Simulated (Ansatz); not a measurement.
# Ir: how well frozen cores do, part 2 of 2

The same cell of Ir is computed with full-potential LAPW, PAW on the default files and datasets made for this crystal, to set the results side by side.

Ansatz 0.2.0; DFT PBE; a database cell (COD). «Crystal datasets» are all-electron PAW datasets made for this crystal. Earlier steps stand in the parts before.

## Step 4: Datasets made for this crystal

The input, input.yaml:

```yaml
crystal:
  lattice:
    - [0.0, 1.9197, 1.9197]
    - [1.9197, 0.0, 1.9197]
    - [1.9197, 1.9197, 0.0]
  atoms:
    - { symbol: Ir, position: [0.0, 0.0, 0.0] }
kpoints:
  mp_grid: { grid: [15, 15, 15] }
  band_path:
    path:
      - [0.0, 0.0, 0.0]
      - [0.5, 0.0, 0.5]
      - [0.625, 0.25, 0.625]
      - [0.375, 0.375, 0.75]
      - [0.0, 0.0, 0.0]
      - [0.5, 0.5, 0.5]
      - [0.5, 0.25, 0.75]
      - [0.5, 0.0, 0.5]
    npoints: 8
scf:
  occupations: { method: fermi_dirac, width: 0.05 }
hamiltonian:
  xc: pbe
  pseudopotentials: { kind: all_electron, datasets: crystal }
output:
  forces: true
  stress: true
  eigenvalues: true
  efg: { contact_densities: true }
```

Output:

```text
hamiltonian.pseudopotentials.datasets: crystal makes datasets for this crystal and solves the spheres of its atoms anew in each pass: cutoff 300.0 eV, the density's 1200.0 eV; for an error of 0.50 meV an atom under PBE, 0.5 meV for the cell; an energy difference from a run of another recipe may be off by several times the error for the cell, under r2SCAN by more, where some 0.1 meV an atom stays at smaller errors; Ir in spheres of 1.355 Å, 17 of its electrons in bands
Ir: output.efg is read without spin–orbit coupling, which moves field gradients at and beside such atoms by some per cent and up to a factor of two; PAW files take it under magnetization.noncollinear and magnetization.spin_orbit
Engine: ansatz 0.2.0
Pseudopotentials: kind: all_electron
Pseudopotential: Ir, paw, valence charge 17, recommended cutoff 300 eV (normal), Koelling and Harmon's equation, gaussian nucleus
Functional definition: PBE
  parameter kappa = 0.804
  parameter beta = 0.06672455060314922
  exchange = pbe_x(kappa = kappa, mu = beta*pi^2/3)
  correlation = pbe_c(beta = beta)
Crystal: 1 atoms, lattice volume = 14.149 Å³
Basis set: ecut = 300 eV, 169 PW (Γ), exchange–correlation on 32×32×32 points (8 copies of the dense FFT grid, shifted against one another)
Bands: 13, of which v1, the nominal top of the filled ones, is band 9 counted from 1 (8 counted from 0)
Symmetry: 48 space group operations
Space group: Fm-3m (ITA 225), of the structure as read, at distance tolerance 2.4e-5 Å
k-points: 120 of 3375
Non-local potential: Ir, projectors of the file, l = 0: 2, l = 1: 2, l = 2: 2
PAW form: soft (Blöchl's): semilocal exchange-correlation on the pseudo side does not see the compensation charge
PAW one-centre angular grid: Ir, 590 points (default); XC on its mesh's 1813 points in the sphere
Initial density: superposition of atomic densities (neutral atoms: chi_scale 0, normalization atom)
Initial wavefunctions: pseudopotential atomic-orbital guess
Functional: x = pbe(κ = 0.804, μ = 0.2195149727645171), c = pbe(β = 0.06672455060314922)
iter 1 solved again at ethr=1.15e-2 eV; its pass at ethr=1.00e-1 eV (dr2=1.95e0 eV) is discarded
SCF iter   1: F=—  HF=-485026.566720 eV  |F-HF|=—  |Δ(HF+E_count)|=         —  Δρ=1.22e-1  dr2=2.06e0  ethr=1.15e-2  ⟨swp⟩=2.6  Hψ=8285  notcnv=0
preconditioner: auto → none  [metal: Δε(μ)=0.075 eV  Ē_g=14.221 eV  σ=0.050 eV  W_gap=0.33  n_scr=0 (ndim 8)  ℏωp=29.6 eV  f_vac=0.000  D(μ)=0.87/eV (n_scr^D=14)]
iter 2 solved again at ethr=9.87e-5 eV; its pass at ethr=1.15e-2 eV (dr2=1.68e-2 eV) is discarded
SCF iter   2: F=—  HF=-485025.995314 eV  |F-HF|=—  |Δ(HF+E_count)|=   5.71e-1  Δρ=1.60e-2  dr2=1.65e-2  ethr=9.87e-5  ⟨swp⟩=2.3  Hψ=6583  notcnv=0  defer=3
SCF iter   3: F=—  HF=-485025.981453 eV  |F-HF|=—  |Δ(HF+E_count)|=   1.39e-2  Δρ=6.67e-3  dr2=3.84e-3  ethr=9.72e-5  ⟨swp⟩=2.0  Hψ=2699  notcnv=0
SCF iter   4: F=—  HF=-485025.980312 eV  |F-HF|=—  |Δ(HF+E_count)|=   1.14e-3  Δρ=9.23e-4  dr2=8.36e-5  ethr=2.26e-5  ⟨swp⟩=2.0  Hψ=3529  notcnv=0
SCF iter   5: F=—  HF=-485025.980563 eV  |F-HF|=—  |Δ(HF+E_count)|=   2.51e-4  Δρ=1.10e-4  dr2=2.36e-7  ethr=4.92e-7  ⟨swp⟩=2.0  Hψ=3360  notcnv=0
SCF iter   6: F=—  HF=-485025.980510 eV  |F-HF|=—  |Δ(HF+E_count)|=   5.31e-5  Δρ=2.23e-5  dr2=9.49e-9  ethr=1.39e-9  ⟨swp⟩=3.0  Hψ=3242  notcnv=0
SCF iter   7: F=-485025.980510 eV  HF=-485025.980510 eV  |F-HF|=1.16e-10  |Δ(HF+E_count)|=   1.23e-8  Δρ=7.91e-7  dr2=1.81e-11  ethr=5.58e-11  ⟨swp⟩=3.0  Hψ=3132  notcnv=0
SCF 1 converged in 7 iterations: F = -485025.980515 eV  dr2 = 1.81e-11
  Residual-converged pass: ⟨swp⟩=2.3  Hψ=2147  notcnv=0  max |occ|·‖R‖ = 3.7e-6 eV (tolerance 3.7e-6 eV)  dr2=1.72e-11  dr2_onsite=5.02e-11  max |Δocc| = 2.6e-10
NSCF: frozen V_eff on 57 k-points
SCF converged after 7 iterations
Free energy (F): -485025.980515 eV
Harris-Foulkes:  -485025.980515 eV  (|F-HF|=1.16e-10)
Internal energy: -485025.972561 eV  (E = F + TS)
E sigma→0 (E₀):  -485025.976538 eV
Entropy (-TS):   -0.007953 eV (-7.953 meV/atom)
Past the cutoff: the bands carry plane waves up to 1.75 times it, of which those up to 1.5 times it add -0.000214 eV an atom, each by itself; the spheres take 0.000186 eV an atom off the energy for waves past 1.75 times it
By the cutoff:   a pressure is off by up to 0.006 GPa (1.2 times the spheres' own share and the shells' term, over an atom's volume, and 0.004 GPa: a bound that held against runs at twice the plane waves)
Past the cutoffs: a stress includes 0.0014 GPa for waves and charges beyond them, in addition to the slope of what the spheres take
In the spheres:  the bands' charges fall short by 2.0e-7 e at most (sound up to 1e-3)
Fermi energy:    32.046237 eV
--- Per-component energies (eV) ---
  The terms above E_closure are by the made datasets' own strengths, without shells solved beside the bands.
--- Forces (eV/Å), atoms counted from 1 ---
  atom   1  Ir     0.00000000     0.00000000    -0.00000000
  max |Σ_I F_I| component: 4.11e-32 eV/Å
--- Stress (GPa, compression-positive) ---
        8.845890       0.000000       0.000000
        0.000000       8.845890       0.000000
        0.000000       0.000000       8.845890
  P = ⅓ Tr σ = 8.8459 GPa (88.459 kbar)
--- PAW observables at the nuclei: V_zz in 10²¹ V/m², potentials from the cell's mean, atoms counted from 1 ---
  atom   1  Ir V_zz =    -0.000000   η = 0.0000   by run symmetry: forbidden
            electrostatic potential = -15798.220691 V   contact ρ = 11159939.290407 e/Å³
--- Band table (eV; the first three rows and the last of 120) ---
  k-point 0: bands = ["-60.8933", "-17.3700", "-17.3700", "-17.3700", "20.8768", "28.1078", "28.1078", "28.1078", "30.7993", "30.7993", "45.5923"]
  k-point 1: bands = ["-60.8904", "-17.4055", "-17.3749", "-17.3749", "21.0752", "28.0015", "28.1928", "28.1928", "30.7437", "30.7437", "45.9358"]
  k-point 2: bands = ["-60.8824", "-17.5051", "-17.3886", "-17.3886", "21.6393", "27.7498", "28.3987", "28.3987", "30.6446", "30.6446", "46.8317"]
  k-point 119: bands = ["-60.8059", "-17.9112", "-17.8755", "-17.6608", "25.7314", "26.7779", "27.4412", "30.2420", "33.3704", "39.5565", "40.7911"]
```

It took 11 s on 1 thread, shared host.

This run gives: pressure 8.85 GPa.

| atom | contact density (e/Å³) |
| --- | --- |
| Ir | 1.115994e+07 |

## Step 5: Side by side

| method | pressure (GPa) | SCF cycles, all passes |
| --- | --- | --- |
| LAPW | 8.85 | 6 |
| PAW | 8.92 | 6 |
| crystal datasets | 8.85 | 7 |

## Step 6: Outcome

What follows sums up all 2 parts.

| quantity | value |
| --- | --- |
| pressure | LAPW 8.85, PAW 8.92, crystal datasets 8.85 GPa |
| gap (LAPW) | none |

At this geometry the cell is under compression of 8.8 GPa, so it would expand if let go. With 41 electrons in the bands of a cell, and no spin, a band must be partly filled: it is a metal at this level. Within 0.3 eV of the Fermi level the largest projected share is Ir 5d (97 %). The projection holds only the free atom's occupied shells (Ir 6s, Ir 5d in this range). PAW lies +0.07 GPa from LAPW in pressure. LAPW took about 3 times as long as PAW (21 s against 6.9 s, on a shared host and with the outputs that each input asks for). Spin-orbit coupling is left out, though the cell holds Ir; in elements this heavy it can shift bands and gaps by tenths of an eV.
